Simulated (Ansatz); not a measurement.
**H in In**

These are results of DFT PBE, scalar-relativistic, plane waves, PAW (Ansatz), not measurements.

Cutoff 420 eV; k points 12×12×4 on the computed 4-atom cell (Γ-centred); Gaussian smearing, width 0.10 eV; no spin polarisation for the host; each changed cell takes a mesh and smearing chosen by its own gap and starts from the host's moments or customary ones, or runs without spin. Cells and atoms are relaxed to the nearest stationary point that keeps the symmetry of their start (forces under 0.02 to 0.04 eV/Å, stress under 0.1 to 0.2 GPa); energies are at zero smearing, without zero-point or thermal terms.

Relaxed host (gap on the mesh 0 eV):

```
In
1.0
     3.40725    0.00000    0.00000
    -1.70363    2.95077    0.00000
     0.00000    0.00000   10.94193
In
4
Direct
  0.00000 0.00000 0.00000
  0.33333 0.66667 0.25000
  0.00000 0.00000 0.50000
  0.66667 0.33333 0.75000
```

Cases: (1) 4 H in a 1×1×1 repeat of the cell, at (0.333 0.667 0.619), (0.667 0.333 0.381), (0.667 0.333 0.119), (0.333 0.667 0.881) in fractions of that repeat, 2.36 Å from the nearest atom of the relaxed host; (2) 4 H in a 1×1×1 repeat of the cell, at (0.000 0.000 0.809), (0.000 0.000 0.191), (0.000 0.000 0.309), (0.000 0.000 0.691) in fractions of that repeat, 2.07 Å from the nearest atom of the relaxed host; (3) 1 H in a 2×1×1 repeat of the cell, at (0.167 0.667 0.619) in fractions of that repeat, 2.36 Å from the nearest atom of the relaxed host; (4) 1 H in a 2×1×1 repeat of the cell, at (0.000 0.000 0.809) in fractions of that repeat, 2.07 Å from the nearest atom of the relaxed host.

Question: Give the energy per H taken from half an H2 molecule (negative: uptake is favourable), the swelling and the final surroundings.

Answer:
```json
{"case": "1", "formula": "InH", "energy per H (eV)": "0.83", "ΔV (%)": "+21.4", "principal strains (%)": "+16.6 +2.1 +2.1", "nearest host atoms of the first H": "3 (In) from 2.21 Å"}
{"case": "2", "formula": "InH", "energy per H (eV)": "0.74", "ΔV (%)": "+19.3", "principal strains (%)": "+27.5 -3.3 -3.3", "nearest host atoms of the first H": "1 (In) from 1.96 Å"}
{"case": "3", "formula": "In8H", "energy per H (eV)": "0.81", "ΔV (%)": "+3.4", "principal strains (%)": "+3.7 +0.7 -1.0", "nearest host atoms of the first H": "3 (In) from 2.03 Å"}
{"case": "4", "formula": "In8H", "energy per H (eV)": "0.71", "ΔV (%)": "+4.6", "principal strains (%)": "+12.9 -2.5 -5.0", "nearest host atoms of the first H": "2 (In) from 1.95 Å"}
```

Each ion keeps what symmetry its start has, so a lower place off a symmetric site can be missed, above all for H.

Relaxed structure of case 4, the lowest per ion:

```xyz
9
Lattice="6.5844 -0.0357 0.2836 -1.6616 2.8779 0.0000 0.4385 0.2532 12.2095" Properties=species:S:1:pos:R:3 pbc="T T T"
In    0.9133    0.5273    0.3917
In    4.2554    0.5382    0.1520
In   -0.5530    1.5994    3.2219
In    2.7950    1.6137    2.9810
In   -0.2884   -0.1665    6.1256
In    3.0600   -0.1519    5.8803
In    1.5998    0.9236    8.7115
In    4.8419    0.8768    9.2430
H     1.4766    0.8525   10.6561
```

In InH, In8H a bond of the host changes by more than 0.6 Å or the volume by a third: the framework has rearranged or swollen or shrunk strongly, and the figure may no longer describe a topotactic step.

This form of In, the host, isn't the element's usual structure.

Cost: 5 runs of about 25 core-minutes in all, on AMD EPYC 9R45 (Zen 5) (shared hosts).